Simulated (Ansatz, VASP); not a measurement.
# One calculation of Ti3Al, two programs

```
Ti Al
1.0
     0.00000    3.23178    3.23178
     3.23178    0.00000    3.23178
     3.23178    3.23178    0.00000
Ti Al
3 1
Direct
  0.75000 0.75000 0.75000
  0.25000 0.25000 0.25000
  0.00000 0.00000 0.00000
  0.50000 0.50000 0.50000
```

The cell comes from a database or a generator and needn't be the stable form of this composition.

Alike in both runs: task single point; functional PBEsol; k mesh 6 × 6 × 6; occupations fermi-dirac, width 0.15 eV; no spin polarisation.

|  | VASP | Ansatz |
| --- | --- | --- |
| version | VASP 6.6.1 | Ansatz 0.2.0 |
| potentials or method | VASP PAW PBE potentials, release 64 (Ti_sv, Al) | plane waves, PAW |
| plane-wave cutoff (eV) | 520 | 420 |
| valence electrons in the cell | 39 | 39 |

Ansatz gave:

```
gap on the k mesh at the Fermi level (eV) : none
pressure (GPa)                            : -4.2
```

Question: What did VASP give for the same quantities?

Answer: gap on the k mesh at the Fermi level (eV): none; pressure (GPa): -4.3.

A gap of «none» marks a metal or a gap that the smearing closes.

Caveats: the PAW data sets were made with another functional, which shifts forces and pressure a little (VASP).
